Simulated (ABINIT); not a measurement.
# MgS (Niningerite) (Fm-3m) in ABINIT: a series of runs, part 2 of 2

ABINIT 10.8.3 (patched build).

## (3) Equation of state, r2SCAN

run.abi

```
ndtset 7
scalecart1 3*0.9795861087
scalecart2 3*0.9864848297
scalecart3 3*0.9932883884
scalecart4 3*1.0000000000
scalecart5 3*1.0066227096
scalecart6 3*1.0131594038
scalecart7 3*1.0196128224

pp_dirpath "./"
pseudos "S.GGA_PBE-JTH.xml, Mg.GGA_PBE-JTH.xml"

acell 3.6792887145 3.6792887145 3.6792887145 Angstrom
rprim
     0.0000000000     0.7071067812     0.7071067812
     0.7071067812     0.0000000000     0.7071067812
     0.7071067812     0.7071067812     0.0000000000
ntypat 2
znucl 16 12
natom 2
typat 1 2
xred
     0.5000000000     0.5000000000     0.5000000000
     0.0000000000     0.0000000000     0.0000000000

ecut 24.0
pawecutdg 46.0

kptopt 1
ngkpt 6 6 6
nshiftk 1
shiftk 0.0 0.0 0.0

ixc -497498
usekden 1
pawxcdev 0

nband 12
occopt 3
tsmear 0.00183747

nstep 100
tolvrs 1.0e-7

iomode 3
prtwf 0
prtden 0
prteig 0
prtebands 0
enunit 1
```

Potentials or basis: JTH PAW PBE v2.0.

Run with:

```sh
$ mpirun --bind-to none -np 4 abinit run.abi > log 2>&1
```

run.abo:

```text
.Version 10.8.3 of ABINIT
 DATASET    1 : space group Fm -3 m (#225); Bravais cF (face-center cubic)
================================================================================
 Values of the parameters that define the memory need for DATASET  1.
     intxc =       0    ionmov =       0      iscf =      17    lmnmax =       8
     lnmax =       4     mgfft =      32  mpssoang =       2    mqgrid =    3001
     natom =       2  nloc_mem =       2    nspden =       1   nspinor =       1
    nsppol =       1      nsym =      48    n1xccc =       1    ntypat =       2
    occopt =       3   xclevel =       2
       mpw =        1278          nfft =       32768          nkpt =          16
Pmy_natom=         1
 PAW method is used; the additional fine FFT grid is defined by:
   mgfftf=        45    nfftf =     91125
================================================================================
================================================================================
[... 77 lines left out ...]
================================================================================
 Values of the parameters that define the memory need for DATASET  7.
     intxc =       0    ionmov =       0      iscf =      17    lmnmax =       8
     lnmax =       4     mgfft =      32  mpssoang =       2    mqgrid =    3001
     natom =       2  nloc_mem =       2    nspden =       1   nspinor =       1
    nsppol =       1      nsym =      48    n1xccc =       1    ntypat =       2
    occopt =       3   xclevel =       2
       mpw =        1427          nfft =       32768          nkpt =          16
Pmy_natom=         1
 PAW method is used; the additional fine FFT grid is defined by:
   mgfftf=        45    nfftf =     91125
================================================================================
================================================================================

--------------------------------------------------------------------------------
------------- Echo of variables that govern the present computation ------------
--------------------------------------------------------------------------------
 -outvars: echo values of preprocessed input variables --------
            acell      6.9528480085E+00  6.9528480085E+00  6.9528480085E+00 Bohr
              amu      3.20660000E+01  2.43050000E+01
             ecut      2.40000000E+01 Hartree
           enunit           1
              ixc     -497498
           jdtset        1    2    3    4    5    6    7
         kptrlatt        6    0    0      0    6    0      0    0    6
          kptrlen1     4.08654800E+01
          kptrlen2     4.11532745E+01
          kptrlen3     4.14370992E+01
          kptrlen4     4.17170881E+01
          kptrlen5     4.19933682E+01
          kptrlen6     4.22660601E+01
          kptrlen7     4.25352779E+01
            natom           2
            nband          12
           ndtset           7
            ngfft          32      32      32
          ngfftdg          45      45      45
             nkpt          16
            nstep         100
             nsym          48
           ntypat           2
           occopt           3
        pawecutdg      4.60000000E+01 Hartree
         pawxcdev           0
           prtden           0
        prtebands           0
           prteig           0
          prtkden           1
            prtwf           0
            rprim1     0.0000000000E+00  6.9267198023E-01  6.9267198023E-01
                       6.9267198023E-01  0.0000000000E+00  6.9267198023E-01
[... 37 lines left out ...]
           xangst7     2.6526756994E+00  2.6526756994E+00  2.6526756994E+00
                       0.0000000000E+00  0.0000000000E+00  0.0000000000E+00
            xcart1     4.8160429983E+00  4.8160429983E+00  4.8160429983E+00
                       0.0000000000E+00  0.0000000000E+00  0.0000000000E+00
            xcart2     4.8499599115E+00  4.8499599115E+00  4.8499599115E+00
                       0.0000000000E+00  0.0000000000E+00  0.0000000000E+00
            xcart3     4.8834089681E+00  4.8834089681E+00  4.8834089681E+00
                       0.0000000000E+00  0.0000000000E+00  0.0000000000E+00
            xcart4     4.9164059755E+00  4.9164059755E+00  4.9164059755E+00
                       0.0000000000E+00  0.0000000000E+00  0.0000000000E+00
            xcart5     4.9489659045E+00  4.9489659045E+00  4.9489659045E+00
                       0.0000000000E+00  0.0000000000E+00  0.0000000000E+00
            xcart6     4.9811029470E+00  4.9811029470E+00  4.9811029470E+00
                       0.0000000000E+00  0.0000000000E+00  0.0000000000E+00
            xcart7     5.0128305727E+00  5.0128305727E+00  5.0128305727E+00
                       0.0000000000E+00  0.0000000000E+00  0.0000000000E+00
             xred      5.0000000000E-01  5.0000000000E-01  5.0000000000E-01
                       0.0000000000E+00  0.0000000000E+00  0.0000000000E+00
            znucl       16.00000   12.00000

================================================================================

 chkinp: Checking input parameters for consistency, jdtset=   1.

 chkinp: Checking input parameters for consistency, jdtset=   2.
[... 36 lines left out ...]
 getcut: wavevector=  0.0000  0.0000  0.0000  ngfft=  45  45  45
         ecut(hartree)=     46.000   => boxcut(ratio)=   2.11594

--- Pseudopotential description ------------------------------------------------
- pspini: atom type   1  psp file is ./S.GGA_PBE-JTH.xml
 Pseudopotential format is: paw10
 basis_size (lnmax)=  4 (lmn_size=  8), orbitals=   0   0   1   1
 Spheres core radius: rc_sph= 1.90380259
 Shapefunction is SIN type: shapef(r)=[sin(pi*r/rshp)/(pi*r/rshp)]**2
 Radius for shape functions =  1.40128485
 Compensation charge density is not taken into account in XC energy/potential

- pspini: atom type   2  psp file is ./Mg.GGA_PBE-JTH.xml
 Pseudopotential format is: paw10
 basis_size (lnmax)=  4 (lmn_size=  8), orbitals=   0   0   1   1
 Spheres core radius: rc_sph= 1.90157919
 Shapefunction is SIN type: shapef(r)=[sin(pi*r/rshp)/(pi*r/rshp)]**2
 Radius for shape functions =  1.70710089
 Compensation charge density is not taken into account in XC energy/potential

   2.37356141E+02                                ecore*ucvol(ha*bohr**3)
--------------------------------------------------------------------------------

================================================================================

--- !BeginCycle
iteration_state: {dtset: 1, }
solver: {iscf: 17, nstep: 100, nline: 4, wfoptalg: 10, }
tolerances: {tolvrs: 1.00E-07, }
...
[... 1233 lines left out ...]
-Cartesian components of stress tensor (GPa)         [Pressure= -4.0030E+00 GPa]
- sigma(1 1)=  4.00297687E+00  sigma(3 2)=  0.00000000E+00
- sigma(2 2)=  4.00297687E+00  sigma(3 1)=  0.00000000E+00
- sigma(3 3)=  4.00297687E+00  sigma(2 1)=  0.00000000E+00

== END DATASET(S) ==============================================================
================================================================================

 -outvars: echo values of variables after computation  --------
            acell      6.9528480085E+00  6.9528480085E+00  6.9528480085E+00 Bohr
           etotal1    -7.1402780196E+01
           etotal2    -7.1403552814E+01
           etotal3    -7.1404011049E+01
           etotal4    -7.1404179127E+01
           etotal5    -7.1404079871E+01
           etotal6    -7.1403742474E+01
           etotal7    -7.1403195374E+01
            fcart1    -0.0000000000E+00 -0.0000000000E+00 -0.0000000000E+00
                      -0.0000000000E+00 -0.0000000000E+00 -0.0000000000E+00
            fcart2    -0.0000000000E+00 -0.0000000000E+00 -0.0000000000E+00
                      -0.0000000000E+00 -0.0000000000E+00 -0.0000000000E+00
            fcart3    -0.0000000000E+00 -0.0000000000E+00 -0.0000000000E+00
                      -0.0000000000E+00 -0.0000000000E+00 -0.0000000000E+00
            fcart4    -0.0000000000E+00 -0.0000000000E+00 -0.0000000000E+00
                      -0.0000000000E+00 -0.0000000000E+00 -0.0000000000E+00
            fcart5    -0.0000000000E+00 -0.0000000000E+00 -0.0000000000E+00
                      -0.0000000000E+00 -0.0000000000E+00 -0.0000000000E+00
[... 38 lines left out ...]
                       0.0000000000E+00  0.0000000000E+00  0.0000000000E+00
           xangst1     2.5485401997E+00  2.5485401997E+00  2.5485401997E+00
                       0.0000000000E+00  0.0000000000E+00  0.0000000000E+00
           xangst2     2.5664882572E+00  2.5664882572E+00  2.5664882572E+00
                       0.0000000000E+00  0.0000000000E+00  0.0000000000E+00
           xangst3     2.5841887357E+00  2.5841887357E+00  2.5841887357E+00
                       0.0000000000E+00  0.0000000000E+00  0.0000000000E+00
           xangst4     2.6016500000E+00  2.6016500000E+00  2.6016500000E+00
                       0.0000000000E+00  0.0000000000E+00  0.0000000000E+00
           xangst5     2.6188799724E+00  2.6188799724E+00  2.6188799724E+00
                       0.0000000000E+00  0.0000000000E+00  0.0000000000E+00
           xangst6     2.6358861629E+00  2.6358861629E+00  2.6358861629E+00
                       0.0000000000E+00  0.0000000000E+00  0.0000000000E+00
           xangst7     2.6526756994E+00  2.6526756994E+00  2.6526756994E+00
                       0.0000000000E+00  0.0000000000E+00  0.0000000000E+00
             xred      5.0000000000E-01  5.0000000000E-01  5.0000000000E-01
                       0.0000000000E+00  0.0000000000E+00  0.0000000000E+00
 Calculation completed.
```

It took 80 s on 4 MPI ranks of Arm Neoverse V2, shared host; peak memory 0.56 GiB.

Results:

- Equilibrium volume: 17.65 Å³/atom
- Bulk modulus: 80 GPa
- Pressure derivative of the bulk modulus: 3.9 (rough: it moves with the points fitted)

Energy against volume, from the lowest point:
```csv
volume (Å³/atom),energy (meV/atom)
16.553,19.03
16.905,8.52
17.257,2.29
17.609,0.00
17.962,1.35
18.314,5.94
18.666,13.38
```

Caveat: pressures at fixed basis lie under the slope of the energies; the PAW data sets were made with another functional, which shifts forces and pressure a little.
